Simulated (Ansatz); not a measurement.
Crystal: Al2O3.

```
Al O
1.0
     3.01748    0.00000    0.00000
    -1.50874    2.61322    0.00000
     0.00000    0.00000    7.57464
Al O
2 3
Direct
  0.00000 0.00000 0.72205
  0.00000 0.00000 0.27795
  0.00000 0.00000 0.50000
  0.66667 0.33333 0.80055
  0.33333 0.66667 0.19945
```

Measurements of this composition are mostly on another form, of space group No. 167.

Base run:

```yaml
Program: Ansatz 0.2.0
Functional: PBEsol
Potentials_or_basis: Ansatz PAW
Cutoff: "420 eV (not typed: the program's choice for these potentials)"
k_mesh: 7 × 7 × 3
Occupations: fermi-dirac, width 0.05 eV
Spin: no spin polarisation
```

Its results: band gap on the k mesh 2.20 eV, direct; pressure -3.7 GPa; largest force 0.185 eV/Å.

**Question.** The run is repeated on the same cell with these changes: functional from PBEsol to PBE. What comes out?

**Answer.** Band gap on the k mesh 2.30 eV, direct; pressure -0.5 GPa; largest force 0.124 eV/Å.

PBE binds less tightly than PBEsol, so the same cell stands under more pressure.

Caveats: the PAW data sets come from PBE, with cores solved anew for the run's functional, which leaves a small shift of forces and pressure (some runs).
